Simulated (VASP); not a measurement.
**Ir: single point with PBEsol**

The system is Ir.

```xyz
4
Lattice="1.9168 -4.2501 0.0000 1.9168 4.2501 0.0000 0.0000 0.0000 3.8165" Properties=species:S:1:pos:R:3 pbc="T T T"
Ir    1.9168    3.0248    0.0000
Ir    1.9168   -1.2253    1.9083
Ir    1.9168   -3.0248    3.8165
Ir    1.9168    1.2253    1.9083
```

The cell was built by a generator and needn't be a form met in nature.

```
Program             : VASP 6.6.1
Task                : single point
Functional          : PBEsol
Potentials or basis : VASP PAW PBE potentials, release 64 (Ir)
Cutoff              : 520 eV
k mesh              : 6 × 6 × 4
Occupations         : gaussian, width 0.1 eV
Spin                : no spin polarisation
```

```json
{
 "Pressure": "0.6 GPa",
 "Largest force": "0.059 eV/Å",
 "Band gap on the k mesh": "none (metal or under the smearing width)"
}
```

Forces on the atoms (eV/Å):
```
Ir   0.000  0.059  0.000
Ir   0.000  0.059  0.000
Ir   0.000 -0.059  0.000
Ir   0.000 -0.059  0.000
```

Stress tensor (GPa, compression positive):
```
0.67 0.00 0.00
0.00 0.51 0.00
0.00 0.00 0.66
```

Levels at points of the mesh, in eV from the Fermi level:
| k point | band 14 | band 15 | band 16 | band 17 | band 18 | band 19 | band 20 | band 21 | band 22 | band 23 |
| --- | --- | --- | --- | --- | --- | --- | --- | --- | --- | --- |
| (0.00, 0.00, 0.00) | -0.99 | -0.98 | -0.83 | 0.52 | 0.87 | 1.01 | 1.53 | 1.60 | 1.78 | 2.48 |
| (0.50, 0.00, 0.00) | -2.45 | -2.22 | -2.22 | -1.53 | -1.53 | 0.20 | 0.20 | 0.27 | 0.27 | 4.04 |
| (0.50, 0.50, 0.00) | -0.63 | -0.18 | 0.51 | 0.62 | 1.31 | 1.32 | 1.53 | 1.61 | 1.76 | 2.40 |
| (0.00, 0.00, 0.50) | -2.55 | -2.29 | -2.29 | -2.19 | -2.19 | -0.81 | -0.81 | 0.01 | 0.01 | 7.58 |
| (0.50, 0.00, 0.50) | -2.62 | -1.88 | -1.88 | -0.43 | -0.43 | 0.68 | 0.68 | 2.52 | 2.52 | 2.60 |
| (0.50, 0.50, 0.50) | -2.70 | -2.15 | -2.15 | -0.78 | -0.78 | 0.61 | 0.61 | 1.21 | 1.21 | 2.31 |

Run time: 34 s on 1 thread of Intel(R) Xeon(R) 6975P-C (Granite Rapids), on a shared host, peak memory 0.21 GiB.

Caveat: the k mesh is coarse (spacing up to 0.41 Å⁻¹), so the values aren't converged; the PAW data sets were made with another functional, which shifts forces and pressure a little. The run has no spin-orbit coupling, so splittings on Ir are missing.
